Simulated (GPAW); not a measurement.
Write an ASE script for GPAW 26.7.0 that does the following.

```
Task                : single point
Functional          : LDA
Potentials or basis : PAW data sets generated in the run's folder for this functional
Cutoff              : 450 eV
Basis               : pw
k mesh              : 8 × 8 × 8
Occupations         : fermi-dirac, width 0.05 eV
Spin                : no spin polarisation
Maxiter             : 120
Convergence         : default
```

The structure of Sb lies in Sb.xyz:

```xyz
1
Lattice="-1.8713408863 1.8713408863 1.8713408863 1.8713408863 -1.8713408863 1.8713408863 1.8713408863 1.8713408863 -1.8713408863" Properties=species:S:1:pos:R:3 pbc="T T T"
Sb     0.0000000000      0.0000000000      0.0000000000
```

This isn't the form of Sb at room conditions, which is rhombohedral.

One way to write it, as run:

run.py

```python
from ase.dft.bandgap import bandgap
from ase.io import read, write
from ase.units import GPa
from gpaw import GPAW, PW, setup_paths

setup_paths.insert(0, '.')

atoms = read('Sb.xyz')

calc = GPAW(mode=PW(450),
            xc='LDA',
            kpts={'size': (8, 8, 8), 'gamma': True},
            occupations={'name': 'fermi-dirac', 'width': 0.05},
            nbands=15,
            maxiter=120,
            txt='gpaw.txt')
atoms.calc = calc
energy = atoms.get_potential_energy()
forces = atoms.get_forces()
stress = atoms.get_stress()
calc.write('gs.gpw')
write('result.traj', atoms)
print(f'Energy: {energy:.6f} eV')
print('Forces (eV/A):')
print(forces.round(4))
print('Stress (GPa):', (stress / GPa).round(3))
print('Fermi level:', round(calc.get_fermi_level(), 4), 'eV')
print(f'Gap: {bandgap(calc)[0]:.4f} eV, direct: {bandgap(calc, direct=True)[0]:.4f} eV')
```

Potentials or basis: PAW data sets generated in the run's folder for this functional, pw.

Launch:

```bash
$ gpaw-setup -f LDA Sb
$ OMP_NUM_THREADS=1 python run.py
```

It gave:

```
Pressure               : -4.5 GPa
Band gap on the k mesh : none (metal or under the smearing width)
```

Caveat: the cutoff is short for stress and forces, so pressures can be off by a GPa or more.

It took 8.6 s on 1 thread of Intel(R) Xeon(R) Platinum 8375C CPU @ 2.90GHz (Ice Lake), on a shared host, peak memory 0.13 GiB.
